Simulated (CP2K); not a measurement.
Runs of CP2K 2026.2 on LiF. The structure is cubic, space group Pm-3m (No. 221). The conventional cell has a = 2.560 Å, b = 2.560 Å, c = 2.560 Å, α = 90.00°, β = 90.00°, γ = 90.00°. Around F (site symmetry m-3m) lie 8 Li at 2.22 Å. Li (site symmetry m-3m) has 8 F at 2.22 Å as nearest neighbours. Measurements of this composition are mostly on another form, of space group No. 225.

```csv
task,level,potentials or basis,cell,smearing,k points reduced by the point group,NGRIDS,D3 from the s-dftd3 library (D3_REFERENCE_CODE),points a segment of the path (NPOINTS),bands added on the path,gap on the mesh (eV),pressure (GPa)
band structure,RPBE+D3(BJ),"POTENTIAL_UZH F GTH-PBE-q7, Li GTH-PBE-q3; TZVP-MOLOPT-PBE-GTH basis",as given,gaussian 0.1 eV,yes,5,yes,10,2,1.34,-10.4
relaxation of cell and atoms,LDA,"GTH_POTENTIALS F GTH-PADE-q7, Li GTH-PADE-q3; TZVP-MOLOPT-PBE-GTH basis",relaxed,gaussian 0.1 eV,-,4,-,-,-,8.23,0.0
single point,LDA,"GTH_POTENTIALS F GTH-PADE-q7, Li GTH-PADE-q3; TZVP-MOLOPT-PBE-GTH basis",as given,gaussian 0.05 eV,yes,5,-,-,-,0.84,-7.3
single point,RPBE,"POTENTIAL_UZH F GTH-PBE-q7, Li GTH-PBE-q3; TZVP-MOLOPT-PBE-GTH basis",as given,gaussian 0.1 eV,yes,5,-,-,-,1.34,4.1
single point,PBE,"POTENTIAL_UZH F GTH-PBE-q7, Li GTH-PBE-q3; TZVP-MOLOPT-PBE-GTH basis",as given,gaussian 0.05 eV,yes,4,-,-,-,(a),(b)
```

Alike in all rows: no spin polarisation; k mesh 10 × 10 × 10.

**Question.** Fill in the values left out.

**Answer.** (a) 1.13; (b) 0.4.

Caveats: the basis of atomic orbitals isn't converged, which shifts pressures, moduli and gaps; the potentials were made for another functional, which shifts forces and pressure (some runs); the printed path begins after the first move (some runs).

A k mesh can miss the band edges.
